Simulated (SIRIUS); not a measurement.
The system is ZrO.

```
Zr O
1.0
     1.82664   -2.91885    0.00000
     1.82664    2.91885    0.00000
     0.00000    0.00000    2.61994
Zr O
1 1
Direct
  0.00000 0.00000 0.00000
  0.50000 0.50000 0.00000
```

The cell was built by a generator and needn't be a form met in nature.

Program: SIRIUS 7.10.0. Alike in all runs: task single point; potentials or basis PseudoDojo 0.4.1 PBE standard (scalar relativistic); no spin polarisation; cell as given; k mesh 6 × 6 × 7; cutoff (eV) 1152; smearing fermi-dirac 0.05 eV.

Problem. Order these runs on this cell by their pressure, lowest first.
A. level LDA; libxc names ["XC_LDA_X", "XC_LDA_C_PW"]
B. level RPBE; libxc names ["XC_GGA_X_RPBE", "XC_GGA_C_PBE"]
C. level PW86PBE; libxc names ["XC_GGA_X_PW86", "XC_GGA_C_PBE"]
D. level HLE16; libxc names ["XC_GGA_XC_HLE16"]
E. level SG4; libxc names ["XC_GGA_X_SG4", "XC_GGA_C_SG4"]

Solution. D (26.5 GPa), A (57.3 GPa), E (60.2 GPa), B (68.7 GPa), C (71.8 GPa).

Caveats: the potentials were made for another functional, which shifts forces and pressure; a pressure of tens of GPa on the cell as given is suspect, and the run, the potentials or the cell itself is likely at fault (some runs); the potentials were made for a functional far from this one (some runs).
